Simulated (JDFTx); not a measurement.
Crystal: Li.

```
CELL_PARAMETERS angstrom
0.00000 2.20200 2.20200
2.20200 0.00000 2.20200
2.20200 2.20200 0.00000
ATOMIC_POSITIONS crystal
Li 0.00000 0.00000 0.00000
```

This isn't the form of Li at room conditions, which is bcc.

| Property | Result |
| --- | --- |
| Program | JDFTx 1.7.0 (patched build) |
| Task | single point |
| Functional | PBE |
| Potentials or basis | PseudoDojo-SR-PBE-0.5-standard |
| Cutoff | 1007 eV |
| Density cutoff | 4027 eV |
| k mesh | 10 × 10 × 10 |
| Occupations | fermi-dirac, width 0.05 eV |
| Spin | no spin polarisation |

On this cell: pressure -0.7 GPa; band gap on the k mesh none (metal or under the smearing width).

The same run follows on a disturbed copy (cell strained at random at fixed volume):

```
Li
1.0
    -0.02939    2.18954    2.16794
     2.24417   -0.07957    2.21812
     2.15233    2.14788    0.01227
Li
1
Cartesian
  0.0184 0.0007 0.0066
```

Question: What changes?

Answer: The energy (extrapolated to zero smearing) moves by +2.7 meV/atom; pressure -0.7 GPa; band gap on the k mesh none (metal or under the smearing width).

Stress tensor (GPa, compression positive):
```
-0.67  0.56 -0.28
 0.56 -0.67  0.23
-0.28  0.23 -0.72
```
